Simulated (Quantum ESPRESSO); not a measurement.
# CO2 (Cmce) in Quantum ESPRESSO: a series of runs

One crystal, CO2, is run at these levels: PBEsol, LDA; tasks: band structure, single point, equation of state.

Everything below comes from runs of Quantum ESPRESSO 7.5. Logs are shortened: lines on timing, memory, paths and dates and some standing lists are left out, and cuts for length are marked.

## 1. The structure

It takes space group Cmce (No. 64, orthorhombic). The conventional cell has a = 5.272 Å, b = 4.775 Å, c = 6.587 Å, α = 90.00°, β = 90.00°, γ = 90.00°. O (site symmetry m) has 1 C at 1.17 Å as nearest neighbours. Around C (site symmetry 2/m) lie 2 O at 1.17 Å.

The cell comes from a database or a generator and needn't be the stable form of this composition.

## 2. Band structure, PBEsol

Input file pw.in:

```
&CONTROL
  calculation = 'scf'
  prefix = 'pwscf'
  outdir = './tmp'
  pseudo_dir = './pseudo'
  tprnfor = .true.
  tstress = .true.
  disk_io = 'low'
/
&SYSTEM
  ibrav = 0
  celldm(1) = 8
  nat = 6
  ntyp = 2
  ecutwfc = 45
  ecutrho = 360
  nbnd = 24
  occupations = 'smearing'
  smearing = 'fd'
  degauss = 0.00367493
/
&ELECTRONS
  conv_thr = 1.2d-09
  electron_maxstep = 120
  mixing_beta = 0.5
/
ATOMIC_SPECIES
O     15.9990 o_pbesol_v1.2.uspp.F.UPF
C     12.0110 c_pbesol_v1.2.uspp.F.UPF
CELL_PARAMETERS alat
  0.6226437891907  -0.5639363503405   0.0000000000000
  0.6226437891907   0.5639363503405   0.0000000000000
  0.0000000000000   0.0000000000000   1.5559945643633
ATOMIC_POSITIONS crystal
O      0.3065085700    0.6934914300    0.6081566100
O      0.6934914300    0.3065085700    0.3918433900
O      0.1934914300    0.8065085700    0.1081566100
O      0.8065085700    0.1934914300    0.8918433900
C      0.5000000000    0.5000000000    0.5000000000
C      0.0000000000    0.0000000000    0.0000000000
K_POINTS automatic
8 8 4 0 0 0
```

Input file bands.in:

```
&CONTROL
  calculation = 'bands'
  prefix = 'pwscf'
  outdir = './tmp'
  pseudo_dir = './pseudo'
  disk_io = 'low'
  verbosity = 'high'
/
&SYSTEM
  ibrav = 0
  celldm(1) = 8
  nat = 6
  ntyp = 2
  ecutwfc = 45
  ecutrho = 360
  nbnd = 24
  occupations = 'smearing'
  smearing = 'fd'
  degauss = 0.00367493
/
&ELECTRONS
  conv_thr = 1d-08
  electron_maxstep = 120
  mixing_beta = 0.5
  diago_full_acc = .true.
  startingwfc = 'random'
/
ATOMIC_SPECIES
O     15.9990 o_pbesol_v1.2.uspp.F.UPF
C     12.0110 c_pbesol_v1.2.uspp.F.UPF
CELL_PARAMETERS alat
  0.6226437891907  -0.5639363503405   0.0000000000000
  0.6226437891907   0.5639363503405   0.0000000000000
  0.0000000000000   0.0000000000000   1.5559945643633
ATOMIC_POSITIONS crystal
O      0.3065085700    0.6934914300    0.6081566100
O      0.6934914300    0.3065085700    0.3918433900
O      0.1934914300    0.8065085700    0.1081566100
O      0.8065085700    0.1934914300    0.8918433900
C      0.5000000000    0.5000000000    0.5000000000
C      0.0000000000    0.0000000000    0.0000000000
K_POINTS crystal
60
 0.0000000000  0.0000000000  0.0000000000 1
 0.0650112638 -0.0650112638  0.0000000000 1
 0.1300225276 -0.1300225276  0.0000000000 1
 0.1950337915 -0.1950337915  0.0000000000 1
 0.2600450553 -0.2600450553  0.0000000000 1
 0.3250563191 -0.3250563191  0.0000000000 1
 0.3900675829 -0.3900675829  0.0000000000 1
 0.4550788467 -0.4550788467  0.0000000000 1
 0.3640630774 -0.4640630774  0.0000000000 1
 0.2730473080 -0.4730473080  0.0000000000 1
 0.1820315387 -0.4820315387  0.0000000000 1
 0.0910157693 -0.4910157693  0.0000000000 1
 0.0000000000 -0.5000000000  0.0000000000 1
 0.0000000000 -0.5000000000 -0.1666666667 1
 0.0000000000 -0.5000000000 -0.3333333333 1
 0.0000000000 -0.5000000000 -0.5000000000 1
 0.0910157693 -0.4910157693 -0.5000000000 1
 0.1820315387 -0.4820315387 -0.5000000000 1
 0.2730473080 -0.4730473080 -0.5000000000 1
 0.3640630774 -0.4640630774 -0.5000000000 1
 0.4550788467 -0.4550788467 -0.5000000000 1
 0.3981939909 -0.3981939909 -0.5000000000 1
 0.3413091351 -0.3413091351 -0.5000000000 1
 0.2844242792 -0.2844242792 -0.5000000000 1
 0.2275394234 -0.2275394234 -0.5000000000 1
 0.1706545675 -0.1706545675 -0.5000000000 1
 0.1137697117 -0.1137697117 -0.5000000000 1
 0.0568848558 -0.0568848558 -0.5000000000 1
 0.0000000000  0.0000000000 -0.5000000000 1
 0.0000000000  0.0000000000 -0.3333333333 1
 0.0000000000  0.0000000000 -0.1666666667 1
 0.0000000000  0.0000000000  0.0000000000 1
-0.0555555556 -0.0555555556  0.0000000000 1
-0.1111111111 -0.1111111111  0.0000000000 1
-0.1666666667 -0.1666666667  0.0000000000 1
-0.2222222222 -0.2222222222  0.0000000000 1
-0.2777777778 -0.2777777778  0.0000000000 1
-0.3333333333 -0.3333333333  0.0000000000 1
-0.3888888889 -0.3888888889  0.0000000000 1
-0.4444444444 -0.4444444444  0.0000000000 1
-0.5000000000 -0.5000000000  0.0000000000 1
-0.4550788467 -0.5449211533  0.0000000000 1
-0.4550788467 -0.5449211533 -0.1666666667 1
-0.4550788467 -0.5449211533 -0.3333333333 1
-0.4550788467 -0.5449211533 -0.5000000000 1
-0.5000000000 -0.5000000000 -0.5000000000 1
-0.5000000000 -0.5000000000 -0.3333333333 1
-0.5000000000 -0.5000000000 -0.1666666667 1
-0.5000000000 -0.5000000000  0.0000000000 1
 0.0000000000  0.0000000000 -0.5000000000 1
-0.0500000000 -0.0500000000 -0.5000000000 1
-0.1000000000 -0.1000000000 -0.5000000000 1
-0.1500000000 -0.1500000000 -0.5000000000 1
-0.2000000000 -0.2000000000 -0.5000000000 1
-0.2500000000 -0.2500000000 -0.5000000000 1
-0.3000000000 -0.3000000000 -0.5000000000 1
-0.3500000000 -0.3500000000 -0.5000000000 1
-0.4000000000 -0.4000000000 -0.5000000000 1
-0.4500000000 -0.4500000000 -0.5000000000 1
-0.5000000000 -0.5000000000 -0.5000000000 1
```

Potentials or basis: GBRV 1.5 PBEsol.

Run with:

```bash
OMP_NUM_THREADS=1 mpirun -n 2 pw.x -nk 2 -in pw.in > pw.out
OMP_NUM_THREADS=1 mpirun -n 2 pw.x -nk 2 -in bands.in > bands.out
```

pw.out:

```text
This program is part of the open-source Quantum ESPRESSO suite
     for quantum simulation of materials; please cite
[... 6 lines left out ...]
     using ibrav=0 with symmetry is DISCOURAGED, use correct ibrav instead

     K-points division:     npool     =       2
     Subspace diagonalization in iterative solution of the eigenvalue problem:
     a serial algorithm will be used

     G-vector sticks info
     --------------------
     sticks:   dense  smooth     PW     G-vecs:    dense   smooth      PW
     Sum        1297     651    189                64595    22819    3801

     Using Slab Decomposition

     bravais-lattice index     =            0
     lattice parameter (alat)  =       8.0000  a.u.
     unit-cell volume          =     559.4713 (a.u.)^3
     number of atoms/cell      =            6
     number of atomic types    =            2
     number of electrons       =        32.00
     number of Kohn-Sham states=           24
     kinetic-energy cutoff     =      45.0000  Ry
     charge density cutoff     =     360.0000  Ry
     scf convergence threshold =      1.2E-09
     mixing beta               =       0.5000
     number of iterations used =            8  plain     mixing
     Exchange-correlation= SLA  PW   PSX  PSC
                           (   1   4  10   8   0   0   0)

     celldm(1)=   8.000000  celldm(2)=   0.000000  celldm(3)=   0.000000
     celldm(4)=   0.000000  celldm(5)=   0.000000  celldm(6)=   0.000000

     crystal axes: (cart. coord. in units of alat)
               a(1) = (   0.622644  -0.563936   0.000000 )
               a(2) = (   0.622644   0.563936   0.000000 )
               a(3) = (   0.000000   0.000000   1.555995 )

     reciprocal axes: (cart. coord. in units 2 pi/alat)
               b(1) = (  0.803027 -0.886625  0.000000 )
               b(2) = (  0.803027  0.886625 -0.000000 )
               b(3) = ( -0.000000  0.000000  0.642676 )

     PseudoPot. # 1 for O  read from file:
     o_pbesol_v1.2.uspp.F.UPF
     Pseudo is Ultrasoft + core correction, Zval =  6.0
     Generated by new atomic code, or converted to UPF format
     Using radial grid of  737 points,  5 beta functions with:
                l(1) =   0
                l(2) =   0
                l(3) =   1
                l(4) =   1
                l(5) =   2
     Q(r) pseudized with  8 coefficients,  rinner =    0.900   0.900   0.900
                                                       0.900   0.900

     PseudoPot. # 2 for C  read from file:
     c_pbesol_v1.2.uspp.F.UPF
     Pseudo is Ultrasoft + core correction, Zval =  4.0
     Generated by new atomic code, or converted to UPF format
     Using radial grid of  721 points,  4 beta functions with:
                l(1) =   0
                l(2) =   0
                l(3) =   1
                l(4) =   1
     Q(r) pseudized with  8 coefficients,  rinner =    1.100   1.100   1.100

     atomic species   valence    mass     pseudopotential
     O                 6.00    15.99900     O ( 1.00)
     C                 4.00    12.01100     C ( 1.00)

      8 Sym. Ops., with inversion, found ( 4 have fractional translation)

   Cartesian axes

     site n.     atom                  positions (alat units)
         1        O      tau(   1) = (   0.6226438   0.2182337   0.9462884  )
         2        O      tau(   2) = (   0.6226438  -0.2182337   0.6097062  )
         3        O      tau(   3) = (   0.6226438   0.3457026   0.1682911  )
         4        O      tau(   4) = (   0.6226438  -0.3457026   1.3877035  )
         5        C      tau(   5) = (   0.6226438   0.0000000   0.7779973  )
         6        C      tau(   6) = (   0.0000000   0.0000000   0.0000000  )

     number of k points=    63  Fermi-Dirac smearing, width (Ry)=  0.0037
                       cart. coord. in units 2pi/alat
        k(    1) = (   0.0000000   0.0000000   0.0000000), wk =   0.0078125
        k(    2) = (   0.0000000   0.0000000   0.1606689), wk =   0.0156250
        k(    3) = (   0.0000000   0.0000000  -0.3213379), wk =   0.0078125
[... 44 lines left out ...]

   -22.1376 -21.9962 -20.9857 -20.9182  -7.0249  -6.6902  -6.1748  -5.7446
    -5.3247  -5.2618  -5.1473  -5.1334  -2.3652  -2.1151  -1.9956  -1.9599
     5.6927   5.8837   6.1502   6.5079   6.9992   8.4528  11.4899  13.2020

          k = 0.0000-0.2217 0.1607 (  2842 PWs)   bands (ev):

   -22.1182 -22.0184 -20.9744 -20.9269  -6.9898  -6.7176  -6.1718  -5.6890
    -5.3647  -5.3004  -5.1751  -5.1095  -2.3113  -2.0917  -2.0503  -1.9802
     5.9009   5.9734   6.2909   6.4138   6.8935   7.8278  12.3098  13.4425

          k = 0.0000-0.2217-0.3213 (  2850 PWs)   bands (ev):

   -22.0697 -22.0697 -20.9494 -20.9494  -6.8663  -6.8663  -5.9385  -5.9385
    -5.2394  -5.2394  -5.2227  -5.2227  -2.1812  -2.1812  -2.0345  -2.0345
     6.1913   6.1913   6.3513   6.3513   6.9663   6.9663  13.7232  13.7232

          k = 0.4015 0.0000 0.0000 (  2849 PWs)   bands (ev):
[... 67 lines left out ...]
   -21.9456 -21.9456 -21.0037 -21.0037  -6.9053  -6.9053  -6.2392  -6.2392
    -5.8275  -5.8275  -5.2433  -5.2433  -2.0056  -2.0056  -1.8311  -1.8311
     6.5917   6.5917   7.0281   7.0281   8.6292   8.6292  11.8408  11.8408

          k = 0.0000-0.4433 0.0000 (  2844 PWs)   bands (ev):

   -22.0129 -21.9572 -21.0050 -20.9706  -7.1333  -6.7738  -5.9601  -5.8704
    -5.7559  -5.5488  -5.4769  -5.4225  -2.2197  -1.9496  -1.7698  -1.7585
     6.4562   6.4617   6.5262   6.9211   7.3435   9.2493  11.7307  12.2421

          k = 0.0000-0.4433 0.1607 (  2848 PWs)   bands (ev):

   -22.0047 -21.9653 -21.0002 -20.9759  -7.0436  -6.7473  -6.1425  -5.9561
    -5.8273  -5.6005  -5.3343  -5.2865  -2.1507  -1.9313  -1.8332  -1.7953
     6.4894   6.5294   6.5898   6.8583   7.4523   8.7177  12.2072  12.5981

          k = 0.0000-0.4433-0.3213 (  2848 PWs)   bands (ev):

   -21.9849 -21.9849 -20.9883 -20.9883  -6.8352  -6.8352  -6.1954  -6.1954
    -5.7182  -5.7182  -5.2184  -5.2184  -1.9892  -1.9892  -1.8726  -1.8726
     6.5780   6.5780   6.6992   6.6992   7.9259   7.9259  12.6184  12.6185

          k = 0.6023 0.0000 0.0000 (  2872 PWs)   bands (ev):
[... 49 lines left out ...]
   -21.9109 -21.9109 -21.0136 -21.0136  -7.0106  -7.0106  -6.1323  -6.1323
    -5.9848  -5.9848  -5.3155  -5.3155  -2.0168  -2.0168  -1.8392  -1.8392
     6.7776   6.7776   7.2009   7.2009   9.2968   9.2968  11.7525  11.7525

          k =-0.8030 0.0000 0.0000 (  2872 PWs)   bands (ev):

   -21.9262 -21.8416 -21.0223 -21.0168  -7.1975  -6.8316  -6.5039  -6.0908
    -6.0439  -6.0024  -5.3557  -5.0864  -2.4748  -2.1242  -1.8157  -1.4814
     6.3042   7.3715   7.4720   7.5366   8.8259  10.5659  12.2589  12.3633

          k =-0.8030 0.0000 0.1607 (  2860 PWs)   bands (ev):

   -21.9142 -21.8544 -21.0212 -21.0172  -7.1863  -6.9482  -6.4440  -6.1202
    -5.9302  -5.8603  -5.4335  -5.2154  -2.3851  -2.0207  -1.9198  -1.5675
     6.4702   7.3372   7.3834   7.4543   9.0874  10.3440  12.1990  12.2449

          k =-0.8030 0.0000-0.3213 (  2848 PWs)   bands (ev):

   -21.8847 -21.8847 -21.0188 -21.0188  -7.1101  -7.1101  -6.2902  -6.2902
    -5.6569  -5.6569  -5.5246  -5.5246  -2.1596  -2.1596  -1.7856  -1.7856
     6.8874   6.8874   7.4159   7.4159   9.7270   9.7270  12.1139  12.2128

     the Fermi energy is     1.0265 ev

!    total energy              =    -151.85197853 Ry
     estimated scf accuracy    <          1.0E-09 Ry
     smearing contrib. (-TS)   =       0.00000000 Ry
     internal energy E=F+TS    =    -151.85197853 Ry

     The total energy is F=E-TS. E is the sum of the following terms:
     one-electron contribution =     -89.06751509 Ry
     hartree contribution      =      56.63260982 Ry
     xc contribution           =     -35.54159882 Ry
     ewald contribution        =     -83.87547443 Ry

     convergence has been achieved in   9 iterations

     Forces acting on atoms (cartesian axes, Ry/au):

     atom    1 type  1   force =     0.00000000    0.00626235    0.00440282
     atom    2 type  1   force =     0.00000000   -0.00626235   -0.00440282
     atom    3 type  1   force =    -0.00000000   -0.00626235    0.00440282
     atom    4 type  1   force =    -0.00000000    0.00626235   -0.00440282
     atom    5 type  2   force =     0.00000000    0.00000000    0.00000000
     atom    6 type  2   force =    -0.00000000    0.00000000    0.00000000

     Total force =     0.015310     Total SCF correction =     0.000020

     Computing stress (Cartesian axis) and pressure

          total   stress  (Ry/bohr**3)                   (kbar)     P=       15.77
   0.00007317   0.00000000   0.00000000           10.76        0.00        0.00
   0.00000000   0.00014557   0.00000000            0.00       21.41        0.00
   0.00000000   0.00000000   0.00010280            0.00        0.00       15.12

=------------------------------------------------------------------------------=
   JOB DONE.
=------------------------------------------------------------------------------=
```

Run time: 32 s. Hardware: 2 MPI ranks of Intel Xeon 6975P-C (Granite Rapids), shared host; peak memory 0.36 GiB.

What came out:

```yaml
Free_energy: -2066.0514 eV
Pressure: 1.6 GPa
Largest_force: 0.197 eV/Å
Band_gap_on_the_k_mesh: 6.57 eV, indirect (least direct gap 7.13 eV)
Band_gap_along_the_path: 6.57 eV, indirect (least direct gap 7.13 eV)
```

Forces in eV/Å, atoms in the order of the input:
```
O    0.000  0.161  0.113
O    0.000 -0.161 -0.113
O    0.000 -0.161  0.113
O    0.000  0.161 -0.113
C    0.000  0.000  0.000
C    0.000  0.000  0.000
```

Levels at the corners of the path, in eV from the valence-band top:
```csv
point,band 12,band 13,band 14,band 15,band 16,band 17,band 18,band 19,band 20,band 21
Γ,-3.48,-0.98,-0.93,-0.62,-0.57,6.57,7.13,7.67,7.81,8.71
X,-3.62,-0.96,-0.64,-0.32,-0.01,7.79,8.81,8.93,8.97,10.37
S,-3.66,-0.70,-0.70,-0.29,-0.29,7.58,7.58,8.58,8.58,9.80
R,-3.59,-0.77,-0.77,-0.25,-0.25,7.65,7.65,8.63,8.63,9.65
A,-3.98,-0.66,-0.66,-0.31,-0.31,8.35,8.35,8.87,8.87,11.17
Z,-3.53,-0.80,-0.80,-0.73,-0.73,7.45,7.45,7.65,7.65,8.24
Γ,-3.48,-0.98,-0.93,-0.62,-0.57,6.57,7.13,7.67,7.81,8.71
Y,-3.61,-0.99,-0.64,-0.33,0.00,7.79,8.85,8.95,9.02,10.31
X1,-3.62,-0.96,-0.64,-0.32,-0.01,7.79,8.81,8.93,8.97,10.37
A1,-3.98,-0.66,-0.66,-0.31,-0.31,8.35,8.35,8.87,8.87,11.17
T,-4.04,-0.68,-0.68,-0.30,-0.30,8.37,8.37,8.90,8.90,11.21
Y,-3.61,-0.99,-0.64,-0.33,0.00,7.79,8.85,8.95,9.02,10.31
Z,-3.53,-0.80,-0.80,-0.73,-0.73,7.45,7.45,7.65,7.65,8.24
T,-4.04,-0.68,-0.68,-0.30,-0.30,8.37,8.37,8.90,8.90,11.21
```

A hybrid or GW would open this gap; PBEsol tends to underestimate it.

## 3. Single point, LDA, 12.99 Å³/atom

Changes to pw.in since step 2:

```diff
@@ -5,5 +5,4 @@
   pseudo_dir = './pseudo'
-  tprnfor = .true.
   tstress = .true.
-  disk_io = 'low'
+  disk_io = 'nowf'
 /
@@ -11,3 +10,2 @@
   ibrav = 0
-  celldm(1) = 8
   nat = 6
@@ -27,8 +25,8 @@
 ATOMIC_SPECIES
-O     15.9990 o_pbesol_v1.2.uspp.F.UPF
-C     12.0110 c_pbesol_v1.2.uspp.F.UPF
-CELL_PARAMETERS alat
-  0.6226437891907  -0.5639363503405   0.0000000000000
-  0.6226437891907   0.5639363503405   0.0000000000000
-  0.0000000000000   0.0000000000000   1.5559945643633
+O     15.9990 o_lda_v1.2.uspp.F.UPF
+C     12.0110 c_lda_v1.2.uspp.F.UPF
+CELL_PARAMETERS angstrom
+   2.5821020247   -2.3386424426    0.0000000000
+   2.5821020247    2.3386424426    0.0000000000
+   0.0000000000    0.0000000000    6.4527050375
 ATOMIC_POSITIONS crystal
```

Potentials or basis: GBRV 1.5 LDA.

Run with:

```bash
OMP_NUM_THREADS=1 mpirun -n 2 pw.x -nk 2 -in pw.in > pw.out
```

Wall time 17 s (2 MPI ranks of Intel Xeon 6975P-C (Granite Rapids), shared host); peak memory 0.34 GiB.

It converged, with:

* Free energy: -2069.8203 eV
* Pressure: 6.7 GPa
* Band gap on the k mesh: 6.62 eV, indirect (least direct gap 7.26 eV)

## 4. Single point, LDA, 13.26 Å³/atom

Changes to pw.in since step 3:

```diff
@@ -28,5 +28,5 @@
 CELL_PARAMETERS angstrom
-   2.5821020247   -2.3386424426    0.0000000000
-   2.5821020247    2.3386424426    0.0000000000
-   0.0000000000    0.0000000000    6.4527050375
+   2.6002864409   -2.3551122982    0.0000000000
+   2.6002864409    2.3551122982    0.0000000000
+   0.0000000000    0.0000000000    6.4981481195
 ATOMIC_POSITIONS crystal
```

Run with:

```bash
OMP_NUM_THREADS=1 mpirun -n 2 pw.x -nk 2 -in pw.in > pw.out
```

Wall time 17 s (2 MPI ranks of Intel Xeon 6975P-C (Granite Rapids), shared host); peak memory 0.36 GiB.

It converged, with:

```
Free energy            : -2069.8749 eV
Pressure               : 3.5 GPa
Band gap on the k mesh : 6.52 eV, indirect (least direct gap 7.14 eV)
```

(Continued in part 2 of 2.)
